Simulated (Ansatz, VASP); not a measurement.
# One calculation of N, two programs

INCAR

```
SYSTEM = N
ALGO = Normal ; EDIFF = 1E-7
ENCUT = 520 ; GGA = PE
ISIF = 2 ; ISMEAR = 0
LASPH = .TRUE. ; LCHARG = .TRUE.
LELF = .TRUE. ; LREAL = .FALSE.
LVHAR = .TRUE. ; LWAVE = .FALSE.
NBANDS = 12 ; NELM = 80
PREC = Accurate ; SIGMA = 0.01
```

The input KPOINTS:

```
k-points
0
G
  15 15 15
  0 0 0
```

The input POSCAR:

```
N
1.0
    1.5625703475      0.9021504108      2.7202931637
   -1.5625703475      0.9021504108      2.7202931637
    0.0000000000     -1.8043008215      2.7202931637
N
2
Direct
    0.2336400000      0.2336400000      0.2336400000
    0.7663600000      0.7663600000      0.7663600000
```

Input for Ansatz:

```yaml
crystal:
  lattice:
    - [1.5625703475, 0.9021504108, 2.7202931637]
    - [-1.5625703475, 0.9021504108, 2.7202931637]
    - [0.0, -1.8043008215, 2.7202931637]
  atoms:
    - { symbol: "N", position: [0.23364, 0.23364, 0.23364] }
    - { symbol: "N", position: [0.76636, 0.76636, 0.76636] }
basis:
  ecutwfc: 420
kpoints:
  mp_grid: { grid: [15, 15, 15] }
hamiltonian:
  xc: pbe
scf:
  occupations: { method: gaussian, width: 0.01 }
output:
  forces: true
  stress: true
  eigenvalues: true
```

Alike in both runs: task single point; functional PBE; k mesh 15 × 15 × 15; occupations gaussian, width 0.01 eV; no spin polarisation.

|  | VASP | Ansatz |
| --- | --- | --- |
| version | VASP 6.6.1 | Ansatz 0.2.0 |
| potentials or method | VASP PAW PBE potentials, release 64 (N) | scalar-relativistic, plane waves, PAW |
| plane-wave cutoff (eV) | 520 | 420 |
| valence electrons in the cell | 10 | 10 |

```csv
,VASP,Ansatz,Ansatz less VASP
gap on the k mesh at the Fermi level (eV),0.07,0.07,+0.002
least direct gap on the mesh (eV),0.10,0.10,-0.001
pressure (GPa),-40.6,-40.5,+0.11
largest component of the traceless stress (GPa),9.44,9.48,+0.033
rms of the force components (eV/Å),2.100,2.107,+0.0068
```

Atom by atom the forces differ by 0.007 eV/Å (rms over components).

Caveats: the cell as given lies far from equilibrium; so large a pressure means that the cell lies far from this level's equilibrium, or that cutoff or potentials fall short (VASP); an odd mesh through Γ misses points on the zone boundary, where band edges often lie; forces of over 1 eV/Å show positions far from the minimum, so gaps and moduli don't describe the material at rest.
